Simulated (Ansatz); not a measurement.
# Conductance against length: 1,4-phenylene with amine ends, between Au (111) faces with adatoms, and longer members, part 4 of 5

Wanted: G and thermopower along the series, and a fit against length.

Ansatz 0.2.0; DFT PBE, plane waves, PAW; relaxation of a junction, electrodes held but for their tips (the session's first sound run).

So far, conductance of the junction (G₀): step 3 (the open system, 90 atoms, molecule oligophenyl 1, amine …) 0.0259; step 6 (100 atoms, molecule oligophenyl 2, amine ends, units 2) 0.00798.

### 8. Relaxing the junction, 110 atoms, molecule oligophenyl 3, amine ends, units 3

This step: DFT PBE, plane waves, PAW; relaxation of a junction, electrodes held but for their tips (Ansatz 0.2.0).

System of this step: para-terphenylene with amine ends, between Au (111) faces with adatoms. The cell holds 110 atoms: 74 Au, 2 N, 18 C and 16 H. Its edges and angles: a = 8.825 Å, b = 8.825 Å, c = 36.918 Å, α = 90.0°, β = 90.0°, γ = 60.0°. Electrodes: Au (111) 3x3 face with an adatom; the apex atoms were set 15.638 Å apart; the free molecule is Nc1ccc(-c2ccc(-c3ccc(N)cc3)cc2)cc1. Regions: lower lead, 37 atoms (37 Au); bridge, 36 atoms (2 N, 18 C and 16 H); upper lead, 37 atoms (37 Au). The structure is stacked along c, and the current runs across the ab planes.

The bridge and the electrodes' tips relax, while 72 atoms stay at the lead's spacing, so that the ends still repeat as a lead.

File input.yaml:

```yaml
crystal:
  lattice:
    - [8.8246926292, 0.0, 0.0]
    - [4.4123463146, 7.6424079975, 0.0]
    - [0.0, 0.0, 36.917704253]
  atoms:
    - { symbol: Au, position: [0.722222222, 0.722222222, 0.0] }
    - { symbol: Au, position: [0.722222222, 0.055555556, 0.0] }
    - { symbol: Au, position: [0.722222222, 0.388888889, 0.0] }
    - { symbol: Au, position: [0.055555556, 0.722222222, 0.0] }
    - { symbol: Au, position: [0.055555556, 0.055555556, 0.0] }
    - { symbol: Au, position: [0.055555556, 0.388888889, 0.0] }
    - { symbol: Au, position: [0.388888889, 0.722222222, 0.0] }
    - { symbol: Au, position: [0.388888889, 0.055555556, 0.0] }
    - { symbol: Au, position: [0.388888889, 0.388888889, 0.0] }
    - { symbol: Au, position: [0.833333333, 0.833333333, 0.065057597] }
    - { symbol: Au, position: [0.833333333, 0.166666667, 0.065057597] }
    - { symbol: Au, position: [0.833333333, 0.5, 0.065057597] }
    - { symbol: Au, position: [0.166666667, 0.833333333, 0.065057597] }
    - { symbol: Au, position: [0.166666667, 0.166666667, 0.065057597] }
    - { symbol: Au, position: [0.166666667, 0.5, 0.065057597] }
    - { symbol: Au, position: [0.5, 0.833333333, 0.065057597] }
    - { symbol: Au, position: [0.5, 0.166666667, 0.065057597] }
    - { symbol: Au, position: [0.5, 0.5, 0.065057597] }
    - { symbol: Au, position: [0.944444444, 0.944444444, 0.130115194] }
    - { symbol: Au, position: [0.944444444, 0.277777778, 0.130115194] }
    - { symbol: Au, position: [0.944444444, 0.611111111, 0.130115194] }
    - { symbol: Au, position: [0.277777778, 0.944444444, 0.130115194] }
    - { symbol: Au, position: [0.277777778, 0.277777778, 0.130115194] }
    - { symbol: Au, position: [0.277777778, 0.611111111, 0.130115194] }
    - { symbol: Au, position: [0.611111111, 0.944444444, 0.130115194] }
    - { symbol: Au, position: [0.611111111, 0.277777778, 0.130115194] }
    - { symbol: Au, position: [0.611111111, 0.611111111, 0.130115194] }
    - { symbol: Au, position: [0.055555556, 0.055555556, 0.195172791] }
    - { symbol: Au, position: [0.055555556, 0.388888889, 0.195172791] }
    - { symbol: Au, position: [0.055555556, 0.722222222, 0.195172791] }
[... 7 lines left out ...]
    - { symbol: "N", position: [0.241306421, 0.60414008, 0.282044496] }
    - { symbol: C, position: [0.278859322, 0.589084329, 0.319127967] }
    - { symbol: C, position: [0.294633848, 0.719428658, 0.337158962] }
    - { symbol: C, position: [0.347306961, 0.698542219, 0.373460512] }
    - { symbol: C, position: [0.390871128, 0.54414516, 0.39236984] }
    - { symbol: C, position: [0.382149045, 0.410715833, 0.373508012] }
    - { symbol: C, position: [0.329599524, 0.432035252, 0.337195204] }
    - { symbol: C, position: [0.446354294, 0.521743011, 0.430523976] }
    - { symbol: C, position: [0.363900102, 0.473441457, 0.456865596] }
    - { symbol: C, position: [0.416599818, 0.45209653, 0.493179405] }
    - { symbol: C, position: [0.553635484, 0.478250314, 0.504418378] }
    - { symbol: C, position: [0.636089286, 0.526552317, 0.478076734] }
    - { symbol: C, position: [0.583389416, 0.547897528, 0.441762941] }
    - { symbol: C, position: [0.609120425, 0.455845919, 0.542572467] }
    - { symbol: C, position: [0.652675781, 0.301451842, 0.561482071] }
    - { symbol: C, position: [0.705351742, 0.280562538, 0.597783457] }
    - { symbol: C, position: [0.721138469, 0.410900601, 0.615814019] }
    - { symbol: C, position: [0.670407025, 0.567947258, 0.597746583] }
    - { symbol: C, position: [0.617854259, 0.589269503, 0.56143396] }
    - { symbol: "N", position: [0.758694369, 0.395842945, 0.652897335] }
    - { symbol: H, position: [0.19304747, 0.527410346, 0.273390286] }
    - { symbol: H, position: [0.168331849, 0.729630453, 0.273376636] }
    - { symbol: H, position: [0.265566592, 0.839339209, 0.323174007] }
    - { symbol: H, position: [0.354107882, 0.804685818, 0.386908493] }
    - { symbol: H, position: [0.419701003, 0.286848331, 0.386816784] }
    - { symbol: H, position: [0.329035989, 0.324021237, 0.323190334] }
    - { symbol: H, position: [0.255713694, 0.453749391, 0.449362633] }
    - { symbol: H, position: [0.347743628, 0.416544697, 0.512827314] }
    - { symbol: H, position: [0.744276141, 0.546243801, 0.485579615] }
    - { symbol: H, position: [0.652245448, 0.583449352, 0.422115] }
    - { symbol: H, position: [0.645865993, 0.195312425, 0.548034442] }
    - { symbol: H, position: [0.734411741, 0.160654591, 0.611768617] }
    - { symbol: H, position: [0.670980154, 0.675957164, 0.611751132] }
    - { symbol: H, position: [0.580309515, 0.713134948, 0.54812507] }
    - { symbol: H, position: [0.8316616, 0.270352097, 0.661565378] }
    - { symbol: H, position: [0.806961015, 0.472566553, 0.661551279] }
[... 29 lines left out ...]
    - { symbol: Au, position: [0.611111111, 0.944444444, 0.934942403] }
    - { symbol: Au, position: [0.611111111, 0.277777778, 0.934942403] }
    - { symbol: Au, position: [0.944444444, 0.611111111, 0.934942403] }
    - { symbol: Au, position: [0.944444444, 0.944444444, 0.934942403] }
    - { symbol: Au, position: [0.944444444, 0.277777778, 0.934942403] }
    - { symbol: Au, position: [0.277777778, 0.611111111, 0.934942403] }
    - { symbol: Au, position: [0.277777778, 0.944444444, 0.934942403] }
    - { symbol: Au, position: [0.277777778, 0.277777778, 0.934942403] }
kpoints:
  mp_grid: { grid: [2, 2, 1] }
scf:
  occupations: { method: fermi_dirac, width: 0.1 }
hamiltonian:
  xc: pbe
relax:
  constraints:
    - { sites: [0, 1, 2, 3, 4, 5, 6, 7, 8, 9, 10, 11, 12, 13, 14, 15, 16, 17, 18, 19, 20, 21, 22, 23, 24, 25, 26, 27, 28, 29, 30, 31, 32, 33, 34, 35, 74, 75, 76, 77, 78, 79, 80, 81, 82, 83, 84, 85, 86, 87, 88, 89, 90, 91, 92, 93, 94, 95, 96, 97, 98, 99, 100, 101, 102, 103, 104, 105, 106, 107, 108, 109] }
  f_tol: 0.05
  max_steps: 35
```

On the command line:

```
$ ansatz run input.yaml --threads 16 --pin off --max-ram 61440MiB --backend cuda --events-out ev --progress --plain --runs-dir out --max-vram 78GiB
```

Numbers of over 12 decimals in the logs are rounded to 6 here.

Output:

```text
Warning: at least one further symmetry operation maps every atom of the structure, as the run holds it, onto an atom to within 2.54e-5 (fractional), and is not used: no operation is sought that the atoms, as the run holds them, miss by more than 2.00e-5, twice crystal.symmetry.tolerance (1.0e-5). The run uses 1 unitary operations. The run imposes no operation that its atoms and lattice do not hold. Figures that only  [...]
[...]
Crystal: 110 atoms, lattice volume = 2489.800 Å³
[...]
- { symbol: Au, position: [0.277778, 0.944444, 0.739769613] }
    - { symbol: Au, position: [0.611111, 0.277777778, 0.739769613] }
    - { symbol: Au, position: [0.611111111, 0.611111111, 0.739769613] }
    - { symbol: Au, position: [0.611111, 0.944444, 0.739769613] }
    - { symbol: Au, position: [0.944444, 0.277777778, 0.739769613] }
[...]
- { symbol: Au, position: [0.944444, 0.277777778, 0.934942403] }
    - { symbol: Au, position: [0.277778, 0.611111111, 0.934942403] }
    - { symbol: Au, position: [0.277778, 0.944444, 0.934942403] }
    - { symbol: Au, position: [0.277778, 0.277777778, 0.934942403] }
[key lines of the parts left out:]
SCF converged after 4 iterations
```

The job ended after 18 s (1 × NVIDIA GB200 with 16 threads of Arm Neoverse V2, shared host; peak memory 2 GiB; 56 s of CPU time).

Step by step:

| step | energy less that of the first step (eV) | largest force component (eV/Å) |
| --- | --- | --- |
| 1 | 0.0000 | 1.3235 |
| 2 | -0.2856 | 0.5906 |
| 3 | -0.3946 | 0.1367 |
| 4 | -0.4379 | 0.1326 |
| 5 | -0.4591 | 0.1045 |
| 6 | -0.4695 | 0.0831 |
| 7 | -0.4745 | 0.0306 |
| 8 | -0.4745 | 0.0307 |

The atoms that moved most (Å):

| atom | dx | dy | dz | length |
| --- | --- | --- | --- | --- |
| H65 | 0.272 | -0.525 | -0.022 | 0.592 |
| H67 | -0.272 | 0.525 | 0.022 | 0.592 |
| H62 | -0.365 | 0.235 | 0.167 | 0.465 |
| H71 | 0.365 | -0.235 | -0.167 | 0.465 |
| H63 | -0.319 | 0.222 | 0.124 | 0.408 |
| H70 | 0.319 | -0.222 | -0.124 | 0.408 |
| C43 | -0.297 | 0.201 | 0.132 | 0.382 |
| C56 | 0.297 | -0.201 | -0.132 | 0.382 |

The largest force component on a free atom ends at 0.031 eV/Å, under the limit of 0.05. The apex atoms end 15.87 Å apart, and their nearest bridge atoms lie at 2.33 Å (Au–N) and 2.33 Å (Au–N).

### 9. Transmission between the leads, 110 atoms, molecule oligophenyl 3, amine ends, units 3

This step: DFT PBE, plane waves, PAW; transmission of a junction between electrodes (Ansatz 0.2.0).

The transmission is computed for this geometry in the same way.

File input.yaml:

```yaml
crystal:
  lattice:
    - [8.8246926292, 0.0, 0.0]
    - [4.4123463146, 7.6424079975, 0.0]
    - [0.0, 0.0, 36.917704253]
  atoms:
    - { symbol: Au, position: [0.722222222, 0.722222222, 0.0] }
    - { symbol: Au, position: [0.722222222, 0.055555556, 0.0] }
    - { symbol: Au, position: [0.722222222, 0.388888889, 0.0] }
    - { symbol: Au, position: [0.055555556, 0.722222222, 0.0] }
    - { symbol: Au, position: [0.055555556, 0.055555556, 0.0] }
    - { symbol: Au, position: [0.055555556, 0.388888889, 0.0] }
    - { symbol: Au, position: [0.388888889, 0.722222222, 0.0] }
    - { symbol: Au, position: [0.388888889, 0.055555556, 0.0] }
    - { symbol: Au, position: [0.388888889, 0.388888889, 0.0] }
    - { symbol: Au, position: [0.833333333, 0.833333333, 0.065057597] }
    - { symbol: Au, position: [0.833333333, 0.166666667, 0.065057597] }
    - { symbol: Au, position: [0.833333333, 0.5, 0.065057597] }
    - { symbol: Au, position: [0.166666667, 0.833333333, 0.065057597] }
    - { symbol: Au, position: [0.166666667, 0.166666667, 0.065057597] }
    - { symbol: Au, position: [0.166666667, 0.5, 0.065057597] }
    - { symbol: Au, position: [0.5, 0.833333333, 0.065057597] }
    - { symbol: Au, position: [0.5, 0.166666667, 0.065057597] }
    - { symbol: Au, position: [0.5, 0.5, 0.065057597] }
    - { symbol: Au, position: [0.944444444, 0.944444444, 0.130115194] }
    - { symbol: Au, position: [0.944444444, 0.277777778, 0.130115194] }
    - { symbol: Au, position: [0.944444444, 0.611111111, 0.130115194] }
    - { symbol: Au, position: [0.277777778, 0.944444444, 0.130115194] }
    - { symbol: Au, position: [0.277777778, 0.277777778, 0.130115194] }
    - { symbol: Au, position: [0.277777778, 0.611111111, 0.130115194] }
    - { symbol: Au, position: [0.611111111, 0.944444444, 0.130115194] }
    - { symbol: Au, position: [0.611111111, 0.277777778, 0.130115194] }
    - { symbol: Au, position: [0.611111111, 0.611111111, 0.130115194] }
    - { symbol: Au, position: [0.055555556, 0.055555556, 0.195172791] }
    - { symbol: Au, position: [0.055555556, 0.388888889, 0.195172791] }
    - { symbol: Au, position: [0.055555556, 0.722222222, 0.195172791] }
[... 7 lines left out ...]
    - { symbol: "N", position: [0.2434578137, 0.6116143423, 0.2837978724] }
    - { symbol: C, position: [0.2628116584, 0.6044286411, 0.3219153314] }
    - { symbol: C, position: [0.2744557182, 0.7376097034, 0.3399763487] }
    - { symbol: C, position: [0.3217552227, 0.716954588, 0.3762292058] }
    - { symbol: C, position: [0.3579531069, 0.5643762599, 0.3951691242] }
    - { symbol: C, position: [0.3353779434, 0.4370083584, 0.3770942659] }
    - { symbol: C, position: [0.2884752772, 0.456043613, 0.3408037069] }
    - { symbol: C, position: [0.4272138434, 0.534073953, 0.4322658426] }
    - { symbol: C, position: [0.3825907551, 0.4449962105, 0.457818978] }
    - { symbol: C, position: [0.4540727279, 0.4115525173, 0.492369784] }
    - { symbol: C, position: [0.5727785951, 0.4659170612, 0.502676487] }
    - { symbol: C, position: [0.6174015857, 0.5549947973, 0.4771233112] }
    - { symbol: C, position: [0.5459193263, 0.5884388045, 0.4425725496] }
    - { symbol: C, position: [0.6420405166, 0.4356140808, 0.5397731323] }
    - { symbol: C, position: [0.6782345342, 0.2830376864, 0.5587133875] }
    - { symbol: C, position: [0.7255358218, 0.2623821566, 0.5949661307] }
    - { symbol: C, position: [0.7371858067, 0.3955608695, 0.613026741] }
    - { symbol: C, position: [0.711526172, 0.5439436704, 0.5941380231] }
    - { symbol: C, position: [0.6646215325, 0.5629792875, 0.5578475851] }
    - { symbol: "N", position: [0.7565415389, 0.3883756282, 0.6511441682] }
    - { symbol: H, position: [0.1905140184, 0.5404128251, 0.2736868995] }
    - { symbol: H, position: [0.1757792727, 0.7352345111, 0.2732510825] }
    - { symbol: H, position: [0.2502997857, 0.8547657911, 0.3252220001] }
    - { symbol: H, position: [0.3314468692, 0.8205061156, 0.390260027] }
    - { symbol: H, position: [0.3629134528, 0.317641497, 0.391328142] }
    - { symbol: H, position: [0.2783881195, 0.3530663444, 0.3265575917] }
    - { symbol: H, position: [0.2868069187, 0.4061985948, 0.4507214167] }
    - { symbol: H, position: [0.4129415279, 0.3478947074, 0.5122388821] }
    - { symbol: H, position: [0.7131857249, 0.5937921135, 0.4842207623] }
    - { symbol: H, position: [0.5870502393, 0.6520967075, 0.4227034325] }
    - { symbol: H, position: [0.6685384187, 0.1794878582, 0.5446829324] }
    - { symbol: H, position: [0.7496885409, 0.1452277157, 0.6097207165] }
    - { symbol: H, position: [0.7216179961, 0.6469190683, 0.6083837967] }
    - { symbol: H, position: [0.6370892503, 0.6823446353, 0.5436135065] }
    - { symbol: H, position: [0.8242167054, 0.264755538, 0.6616910946] }
    - { symbol: H, position: [0.8094898121, 0.4595737667, 0.6612547647] }
[... 29 lines left out ...]
    - { symbol: Au, position: [0.611111111, 0.944444444, 0.934942403] }
    - { symbol: Au, position: [0.611111111, 0.277777778, 0.934942403] }
    - { symbol: Au, position: [0.944444444, 0.611111111, 0.934942403] }
    - { symbol: Au, position: [0.944444444, 0.944444444, 0.934942403] }
    - { symbol: Au, position: [0.944444444, 0.277777778, 0.934942403] }
    - { symbol: Au, position: [0.277777778, 0.611111111, 0.934942403] }
    - { symbol: Au, position: [0.277777778, 0.944444444, 0.934942403] }
    - { symbol: Au, position: [0.277777778, 0.277777778, 0.934942403] }
kpoints:
  mp_grid: { grid: [4, 4, 1] }
scf:
  occupations: { method: fermi_dirac, width: 0.1 }
hamiltonian:
  xc: pbe
output:
  transmission: { leads: [[101, 0]], e_range: [-0.7, 0.7], de: 0.035, kmesh: [4, 4] }
  dos: { projected: true, e_range: [-5, 4] }
  write_potential: true
  write_density: true
  volumetric_format: npy
```

Output:

```text
[...]
SCF 1 converged in 10 iterations: F = -978583.533936 eV  dr2 = 1.57e-8
[...]
SCF converged after 10 iterations
[...]
--- Transmission ---
  basis      : 595 plane waves across, 55 finite elements along
  points     : 10, standing for a mesh of 4 x 4
  on the GPU : 10 of these points
[...]
filled         : 0.3 meV over the level at which it is neutral
    channels       : 7.687500e0 a spin
[...]
junction   : crystal 0 to crystal 0, -0.50 to 34.01 Å
    transmission   : 1.757116e-3 a spin
[...]
resistance     : 4.9133e0 Ω µm² beyond half of each lead's own
```

Elapsed: 4.6 min, on 1 × NVIDIA GB200 with 16 threads; peak memory 20 GiB.

(Part 4 of 5 ends here.)

[Logs are printed without paths, hosts, clocks, repeated set-up lines and the standing remarks that a program may print on its own settings, such as how far it seeks lower states.]

[Hosts, paths, dates, database ids (printed as entryN), source tags and the programs' standing remarks are cut or masked in the printed files.]
